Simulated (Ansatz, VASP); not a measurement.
# Two plane-wave programs on Ge

Contents of INCAR:

```
PREC     = Accurate       # precision mode
ENCUT    = 600            # plane-wave cutoff, eV
EDIFF    = 1E-6           # SCF threshold, eV
ISMEAR   = -1             # smearing method
SIGMA    = 0.05           # smearing width, eV
LREAL    = F              # projectors in reciprocal space
LASPH    = T              # aspherical terms in the spheres
NELM     = 60             # most SCF steps
ALGO     = Fast           # electronic algorithm
ISIF     = 3              # what is computed and relaxed
LWAVE    = F              # write WAVECAR
LCHARG   = F              # write CHGCAR
GGA      = PE             # functional
IBRION   = 2              # ionic algorithm
NSW      = 60             # ionic steps
EDIFFG   = -0.02          # ionic threshold
```

File KPOINTS:

```
Automatic mesh
0
Gamma
  6 6 3
```

File POSCAR:

```
Ge
1.0
    3.9975858431      0.0000000000      0.0000000000
   -1.9987929216      3.4620108940      0.0000000000
    0.0000000000      0.0000000000      6.5993779500
Ge
4
Direct
    0.3333333333      0.6666666667      0.9370987500
    0.6666666667      0.3333333333      0.4370987500
    0.3333333333      0.6666666667      0.5629012500
    0.6666666667      0.3333333333      0.0629012500
```

input.yaml

```yaml
crystal:
  lattice:
    - [3.9975858431, 0.0, 0.0]
    - [-1.9987929216, 3.462010894, 0.0]
    - [0.0, 0.0, 6.59937795]
  atoms:
    - { symbol: Ge, position: [0.3333333333, 0.6666666667, 0.93709875] }
    - { symbol: Ge, position: [0.6666666667, 0.3333333333, 0.43709875] }
    - { symbol: Ge, position: [0.3333333333, 0.6666666667, 0.56290125] }
    - { symbol: Ge, position: [0.6666666667, 0.3333333333, 0.06290125] }
hamiltonian:
  xc: pbe
  pseudopotentials: { kind: paw }
kpoints:
  mp_grid: { grid: [6, 6, 3] }
scf:
  occupations: { method: fermi_dirac, width: 0.05 }
output:
  forces: true
  stress: true
  eigenvalues: true
relax:
  f_tol: 0.01
  max_steps: 40
  cell: { stress_tol: 0.05 }
```

This isn't the form of Ge at room conditions, which is diamond.

Alike in both runs: task relaxation of cell and atoms; functional PBE; k mesh 6 × 6 × 3; occupations fermi-dirac, width 0.05 eV; no spin polarisation.

|  | VASP | Ansatz |
| --- | --- | --- |
| version | VASP 6.6.1 | Ansatz 0.2.0 |
| potentials or method | VASP PAW PBE potentials, release 64 (Ge_d) | Ansatz PAW |
| plane-wave cutoff (eV) | 600 | 420 |
| valence electrons in the cell | 56 | 56 |

Ansatz gave:

- gap on the k mesh at the Fermi level, each at its own relaxed structure (eV): 0.23
- relaxed volume (Å³/atom): 23.94
- relaxed cell length with the largest relative difference (Å): 6.686
- energy change over the relaxation (meV/atom): -10

Task: Which values does VASP return?

Result: gap on the k mesh at the Fermi level, each at its own relaxed structure (eV): 0.25; relaxed volume (Å³/atom): 23.92; relaxed cell length with the largest relative difference (Å): 6.692; energy change over the relaxation (meV/atom): -10.

Caveats: an odd mesh through Γ misses points on the zone boundary, where band edges often lie (VASP); odd divisions of the mesh miss points on the zone boundary, where band edges often lie, so the gap on the mesh can be too wide (Ansatz); the plane-wave basis is chosen anew once the cell has moved, so the energies of steps on either side of that aren't comparable (Ansatz). Expect the measured gap to be larger: semilocal functionals such as PBE lack the derivative discontinuity.
